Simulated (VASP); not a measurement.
# Ir (Fm-3m) in VASP: settings compared, part 3 of 3

VASP 6.6.1. Earlier steps stand in the parts before.

**4. Relaxation of cell and atoms, AM05**

This run uses another cell than the first one, of 13.99 Å³/atom, 0.978 times its volume.

INCAR reads:

```
SYSTEM = Ir
  PREC = Accurate
  ENCUT = 600
  EDIFF = 1E-7
  ISMEAR = 1
  SIGMA = 0.1
  LREAL = .False.
  LASPH = .True.
  NELM = 80
  ALGO = Normal
  ISIF = 3
  LWAVE = .False.
  LCHARG = .False.
  GGA = AM
  IBRION = 2
  NSW = 90
  EDIFFG = -0.005
```

KPOINTS reads:

```
Automatic mesh
0
Gamma
  16 16 16
  0 0 0
```

POSCAR reads:

```
Ir                                      
1.0
   -0.0000000000      1.9122682779      1.9122682779
    1.9122682779      0.0000000000      1.9122682779
    1.9122682779      1.9122682779      0.0000000000
  Ir            
     1
Direct
     0.0000000000000000    0.0000000000000000    0.0000000000000000
```

Potentials or basis: VASP PAW PBE potentials, release 64 (Ir).

Launch:

```console
cat potpaw_PBE.64/Ir/POTCAR > POTCAR
mpirun -np 1 vasp_std > vasp.out
```

OUTCAR:

```text
SYSTEM = Ir
   PREC = Accurate
   ENCUT = 600
   EDIFF = 1E-7
   ISMEAR = 1
   LREAL = .False.
   LASPH = .True.
   NELM = 80
   ISIF = 3
   GGA = AM
   IBRION = 2
   NSW = 90
   EDIFFG = -0.005

 ion  position               nearest neighbor table
   1  0.000  0.000  0.000-

  LATTYP: Found a face centered cubic cell.
 ALAT       =     3.8245365558

  Lattice vectors:

 A1 = (   0.0000000000,   1.9122682779,   1.9122682779)
 A2 = (   1.9122682779,   0.0000000000,   1.9122682779)
[... 448 lines left out ...]
 [... further k-points ...]

------------------------ aborting loop because EDIFF is reached ----------------------------------------

  FORCE on cell =-STRESS in cart. coord.  units (eV):
  Direction    XX          YY          ZZ          XY          YZ          ZX
  --------------------------------------------------------------------------------------
  -------------------------------------------------------------------------------------
  Total       -0.0009831     -0.0009831     -0.0009831      0.0000000      0.0000000     -0.0000000
  in kB       -0.1126193     -0.1126193     -0.1126193      0.0000000      0.0000000     -0.0000000
  external PRESSURE =      -0.1126193 kB  Pullay stress =       0.0000000 kB

 VOLUME and BASIS-vectors are now :
 -----------------------------------------------------------------------------
  energy-cutoff  :      600.00
  volume of cell :       13.99
      direct lattice vectors                 reciprocal lattice vectors
     0.000000000  1.912268278  1.912268278    -0.261469589  0.261469589  0.261469589
     1.912268278  0.000000000  1.912268278     0.261469589 -0.261469589  0.261469589
     1.912268278  1.912268278  0.000000000     0.261469589  0.261469589 -0.261469589

 POSITION                                       TOTAL-FORCE (eV/Angst)
 -----------------------------------------------------------------------------------
      0.00000      0.00000      0.00000        -0.000000      0.000000     -0.000000
 -----------------------------------------------------------------------------------
    total drift:                               -0.000000      0.000000      0.000000

  FREE ENERGIE OF THE ION-ELECTRON SYSTEM (eV)
  ---------------------------------------------------
  free  energy   TOTEN  =        -9.5398015270 eV

  energy  without entropy=       -9.5395089705  energy(sigma->0) =       -9.53970401

 reached required accuracy - stopping structural energy minimisation
```

OSZICAR:

```text
N       E                     dE             d eps       ncg     rms          rms(c)
DAV:   1     0.466631327566E+02    0.46663E+02   -0.48790E+03  2336   0.115E+03
DAV:   2    -0.944022936311E+01   -0.56103E+02   -0.54374E+02  2328   0.215E+02
DAV:   3    -0.101370129860E+02   -0.69678E+00   -0.69615E+00  3376   0.327E+01
DAV:   4    -0.101412117323E+02   -0.41987E-02   -0.41985E-02  2952   0.182E+00
DAV:   5    -0.101412541837E+02   -0.42451E-04   -0.42451E-04  3520   0.111E-01    0.160E+01
DAV:   6    -0.964118178269E+01    0.50007E+00   -0.10263E+00  2696   0.142E+01    0.657E+00
DAV:   7    -0.954691981872E+01    0.94262E-01   -0.33069E-01  3008   0.743E+00    0.155E+00
DAV:   8    -0.954442329340E+01    0.24965E-02   -0.10785E-03  2480   0.450E-01    0.123E+00
DAV:   9    -0.953980166561E+01    0.46216E-02   -0.31457E-03  2880   0.981E-01    0.288E-02
DAV:  10    -0.953979962633E+01    0.20393E-05   -0.72259E-06  3128   0.352E-02    0.996E-03
DAV:  11    -0.953980151159E+01   -0.18853E-05   -0.12282E-06  3072   0.882E-03    0.711E-04
DAV:  12    -0.953980152695E+01   -0.15355E-07   -0.15167E-08  1856   0.154E-03
   1 F= -.95398015E+01 E0= -.95397040E+01  d E =-.953980E+01
```

CONTCAR:

```text
Ir
   1.00000000000000
     0.0000000000000000    1.9122682779000000    1.9122682779000000
     1.9122682779000000    0.0000000000000000    1.9122682779000000
     1.9122682779000000    1.9122682779000000    0.0000000000000000
  Ir
     1
Direct
     0.0000000000000000    0.0000000000000000    0.0000000000000000

  0.00000000E+00  0.00000000E+00  0.00000000E+00
```

Wall time 12 s (1 thread of Intel Xeon Platinum 8488C (Sapphire Rapids), shared host); peak memory 0.16 GiB.

Results:

* Free energy: -9.5398 eV
* Pressure after relaxing: 0.0 GPa
* Band gap on the k mesh: none (metal or under the smearing width)

Final structure:
```yaml
crystal:
  lattice:
    - [0.00000, 1.91227, 1.91227]
    - [1.91227, 0.00000, 1.91227]
    - [1.91227, 1.91227, 0.00000]
  atoms:
    - { symbol: Ir, position: [0.00000, 0.00000, 0.00000] }
```

Levels at points of the mesh, in eV from the Fermi level:
```
           k point  band 1  band 2  band 3  band 4  band 5  band 6  band 7  band 8
(0.00, 0.00, 0.00)  -11.32   -3.96   -3.96   -3.96   -1.20   -1.20   14.26   19.93
(0.50, 0.00, 0.00)   -8.26   -4.06   -4.06   -0.88    0.93    0.93    7.36   13.78
(0.50, 0.50, 0.00)   -8.08   -7.49    0.91    1.51    1.51    1.63   10.64   11.72
```

Caveat: the relaxation stopped at its first step, so nothing moved; the PAW data sets were made with another functional, which shifts forces and pressure a little. Spin-orbit coupling is left out, which matters for the levels of Ir.

**5. Relaxation of cell and atoms, PBEsol**

This run uses another cell than the first one, of 14.06 Å³/atom, 0.983 times its volume.

INCAR reads:

```
SYSTEM = Ir
ALGO     = Normal         ! electronic algorithm
EDIFF    = 1E-6           ! SCF threshold, eV
EDIFFG   = -0.01          ! ionic threshold
ENCUT    = 600            ! plane-wave cutoff, eV
GGA      = PS             ! functional
IBRION   = 2              ! ionic algorithm
ISIF     = 3              ! what is computed and relaxed
ISMEAR   = 1              ! smearing method
KPAR     = 4            
LASPH    = .TRUE.         ! aspherical terms in the spheres
LCHARG   = .FALSE.        ! write CHGCAR
LREAL    = .FALSE.        ! projectors in reciprocal space
LWAVE    = .FALSE.        ! write WAVECAR
NELM     = 80             ! most SCF steps
NSW      = 90             ! ionic steps
PREC     = Accurate       ! precision mode
SIGMA    = 0.1            ! smearing width, eV
```

KPOINTS reads:

```
k-points
0
G
  16 16 16
  0 0 0
```

POSCAR reads:

```
Ir
1.0
    0.0000000000      1.9156000000      1.9156000000
    1.9156000000      0.0000000000      1.9156000000
    1.9156000000      1.9156000000      0.0000000000
Ir
1
Direct
    0.0000000000      0.0000000000      0.0000000000
```

Launch:

```console
cat potpaw_PBE.64/Ir/POTCAR > POTCAR
mpirun -np 4 vasp_std > vasp.out
```

Run time: 6.1 s. Hardware: 4 MPI ranks of Intel Xeon 6975P-C (Granite Rapids), shared host; peak memory 0.15 GiB.

The run converged. Its results:

```yaml
Free_energy: -9.8095 eV
Relaxed_volume: 14.10 Å³/atom
Relaxed_cell: a = 2.711 Å, b = 2.711 Å, c = 2.711 Å, α = 60.00°, β = 60.00°, γ = 60.00°
Space_group_after_relaxing_to_0.05_Å: Fm-3m (No. 225)
Energy_gained_by_relaxing: 0.1 meV/atom
Ionic_steps: 3
Pressure_after_relaxing: 0.0 GPa
Band_gap_on_the_k_mesh: none (metal or under the smearing width)
```

The path:
| step | energy change (eV) | largest force (eV/Å) | pressure (GPa) | volume (Å³) |
| --- | --- | --- | --- | --- |
| 1 | 0.0000 | 0.0000 | 1.04 | 14.06 |
| 2 | 0.0018 | 0.0000 | -3.97 | 14.24 |
| 3 | -0.0001 | 0.0000 | -0.02 | 14.10 |

Final structure:
```xyz
1
Lattice="0.0000 1.9173 1.9173 1.9173 0.0000 1.9173 1.9173 1.9173 0.0000" Properties=species:S:1:pos:R:3 pbc="T T T"
Ir    0.0000    0.0000    0.0000
```

Levels at points of the mesh, in eV from the Fermi level:
| k point | band 2 | band 3 | band 4 | band 5 | band 6 | band 7 |
| --- | --- | --- | --- | --- | --- | --- |
| (0.00, 0.00, 0.00) | -3.92 | -3.92 | -3.92 | -1.19 | -1.19 | 14.31 |
| (0.50, 0.00, 0.00) | -4.02 | -4.02 | -0.83 | 0.92 | 0.92 | 7.27 |
| (0.50, 0.50, 0.00) | -7.40 | 0.90 | 1.50 | 1.50 | 1.65 | 10.52 |

Caveat: the PAW data sets were made with another functional, which shifts forces and pressure a little. The run has no spin-orbit coupling, so splittings on Ir are missing.

**6. Relaxation of cell and atoms, PBEsol**

This run uses another cell than the first one, of 14.10 Å³/atom, 0.985 times its volume.

INCAR: that of step 5 with these lines changed.

```diff
@@ -2,4 +2,4 @@
 ALGO     = Normal         ! electronic algorithm
-EDIFF    = 1E-6           ! SCF threshold, eV
-EDIFFG   = -0.01          ! ionic threshold
+EDIFF    = 1E-7           ! SCF threshold, eV
+EDIFFG   = -0.005         ! ionic threshold
 ENCUT    = 600            ! plane-wave cutoff, eV
```

KPOINTS is that of step 5.

POSCAR reads:

```
Ir                                      
1.0
   -0.0000000000      1.9172882887      1.9172882887
    1.9172882887      0.0000000000      1.9172882887
    1.9172882887      1.9172882887      0.0000000000
  Ir            
     1
Direct
     0.0000000000000000    0.0000000000000000    0.0000000000000000
```

Potentials or basis: VASP PAW PBE potentials, release 64 (Ir).

Launch:

```console
cat potpaw_PBE.64/Ir/POTCAR > POTCAR
mpirun -np 4 vasp_std > vasp.out
```

Run time: 3 s. Hardware: 4 MPI ranks of Intel Xeon 6975P-C (Granite Rapids), shared host; peak memory 0.14 GiB.

It converged, with:

```
Free energy             : -9.8095 eV
Pressure after relaxing : 0.0 GPa
Band gap on the k mesh  : none (metal or under the smearing width)
```

Final structure:
```
Ir
1.0
     0.00000    1.91729    1.91729
     1.91729    0.00000    1.91729
     1.91729    1.91729    0.00000
Ir
1
Direct
  0.00000 0.00000 0.00000
```

Levels at points of the mesh, in eV from the Fermi level:
```csv
k point,band 1,band 2,band 3,band 4,band 5,band 6,band 7,band 8
"(0.00, 0.00, 0.00)",-11.23,-3.92,-3.92,-3.92,-1.19,-1.19,14.31,19.91
"(0.50, 0.00, 0.00)",-8.18,-4.02,-4.02,-0.83,0.92,0.92,7.27,13.84
"(0.50, 0.50, 0.00)",-7.98,-7.40,0.90,1.50,1.50,1.65,10.52,11.68
```

Caveat: the relaxation stopped at its first step, so nothing moved; the PAW data sets were made with another functional, which shifts forces and pressure a little. Spin-orbit coupling is left out, which matters for the levels of Ir.

**7. Summary**

```csv
level,gap on the mesh (eV),pressure (GPa)
r2SCAN,none,0.0
AM05,none,0.0
PBEsol,none,0.0
```

Alike in all rows: task relaxation of cell and atoms; potentials or basis VASP PAW PBE potentials, release 64 (Ir); no spin polarisation; cell relaxed; k mesh 16 × 16 × 16; cutoff (eV) 600; smearing methfessel-paxton 0.1 eV.

Caveats: the relaxation stopped at its first step, so nothing moved; the PAW data sets were made with another functional, which shifts forces and pressure a little.

Absolute energies hang on the potentials; compare differences alone.
